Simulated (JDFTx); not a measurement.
Write the native input for JDFTx 1.7.0 (patched build) that does the following.

```
Task                                    : relaxation of cell and atoms
Functional                              : LDA
Potentials or basis                     : PseudoDojo-SR-LDA-0.4.1-standard with smoothed tails
Cutoff                                  : 599 eV
Density cutoff                          : 4789 eV
k mesh                                  : 7 × 7 × 3
Occupations                             : fermi-dirac, width 0.05 eV
Spin                                    : no spin polarisation
Local potential set to -Z/r beyond      : 6 bohr
Bands                                   : 21
Density cutoff over wavefunction cutoff : 8
Max SCF steps                           : 100
SCF threshold on the energy             : 1e-09 Ha
Solver of the electrons                 : scf
Further solve for the empty bands       : no
```

Crystal: Br.

```
Br
1.0
     3.36325   -2.32255    0.00000
     3.36325    2.32255    0.00000
     0.00000    0.00000    8.70230
Br
4
Direct
  0.36510 0.63490 0.39010
  0.13490 0.86510 0.89010
  0.63490 0.36510 0.60990
  0.86510 0.13490 0.10990
```

The input as run:

Br.in

```
lattice \
    6.3556213886     6.3556213886     0.0000000000 \
   -4.3889834107     4.3889834107     0.0000000000 \
    0.0000000000     0.0000000000    16.4449636543
coords-type Cartesian
ion Br     6.3556213886     1.1841477242     6.4151803216 1
ion Br     6.3556213886     3.2048356865    14.6376621487 1
ion Br     6.3556213886    -1.1841477242    10.0297833328 1
ion Br     6.3556213886    -3.2048356865     1.8073015056 1

ion-species pseudo/Br.upf
elec-cutoff 22 176
elec-ex-corr lda-PW
kpoint-folding 7 7 3
elec-smearing Fermi 0.0018374661
elec-n-bands 21
electronic-SCF nIterations 100 energyDiffThreshold 1e-09
electronic-minimize nIterations 30 energyDiffThreshold 1e-7
forces-output-coords Cartesian
lattice-minimize nIterations 40 energyDiffThreshold 1e-6

dump-name run.$VAR
dump End Ecomponents EigStats BandEigs Kpoints Forces Stress ElecDensity Dtot KEdensity
```

Potentials or basis: PseudoDojo-SR-LDA-0.4.1-standard with smoothed tails.

Command:

```bash
$ jdftx -c 2 -i Br.in -o Br.out
```

Results of the run:

| Item | Value |
| --- | --- |
| Relaxed volume | 27.38 Å³/atom |
| Relaxed cell | a = 3.859 Å, b = 3.859 Å, c = 8.389 Å, α = 90.00°, β = 90.00°, γ = 61.27° |
| Space group after relaxing (to 0.05 Å) | Cmce (No. 64) |
| Energy gained by relaxing | 112.4 meV/atom |
| Ionic steps | 29 |
| Pressure after relaxing | 0.0 GPa |
| Largest force after relaxing | 0.006 eV/Å |
| Band gap on the k mesh | 1.07 eV, indirect (least direct gap 1.28 eV) |

Caveat: the volume moved by over 15 % at a fixed basis, so the end points are rough; the plane waves are those of the starting cell, so after so large a change of volume the result is rough; an odd mesh through Γ misses points on the zone boundary, where band edges often lie; the volume moved by -19 % from the deposited cell, more than functionals usually miss.

Run time: 26 min on 2 threads of Arm Neoverse V1, with other jobs on the host, peak memory 0.3 GiB.
